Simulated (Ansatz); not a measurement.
System: cubic perovskite CsPbI3 (cubic high-temperature phase). Method: r²SCAN (Ansatz, a first-principles code, plane waves, PAW).

Run with plane-wave cutoff 560 eV, 6×6×6 k mesh, Fermi–Dirac smearing 0.01 eV, scalar-relativistic PAW data made under PBE.

Pressure at four volumes; x = ln(V/50.935 Å³). One pressure is withheld.

| V (Å³/atom) | x | P (GPa) |
|---|---|---|
| 47.879 | -0.0619 | 1.196 |
| 50.935 | 0.0000 | -0.001 |
| 52.972 | 0.0392 | -0.598 |
| 53.991 | 0.0583 | ? |

### Question
Pass a parabola P(x) through the three rows shown, estimate the bulk modulus and its pressure derivative near zero pressure, and predict the withheld pressure.

### Answer
Slopes between the rows: (-0.001 − (1.196))/(0.0000 − (-0.0619)) = -19.34 and (-0.598 − (-0.001))/(0.0392 − (0.0000)) = -15.23 GPa. Their difference over the span 0.1011 is c = 4.11/0.1011 = 40.7 GPa, so P(x) = 1.196 + (-19.34)(x − (-0.0619)) + 40.7 (x − (-0.0619))(x − (0.0000)). At the middle row B = −dP/dx = −[-19.34 + 40.7 × 0.0619] = 16.8 GPa, and B′ = dB/dP = 2c/B = 4.8. At x = 0.0583 the parabola gives -0.843 GPa; the run gives -0.849 GPa. The Birch–Murnaghan fit to the energies at all volumes has B0 = 16.7 GPa and B′ = 4.7.

Note: the relaxation could not lower the start's symmetry, so the cell can be a saddle point above a distorted one.

Spin–orbit coupling is not included; it can shift volumes and moduli of such heavy elements.
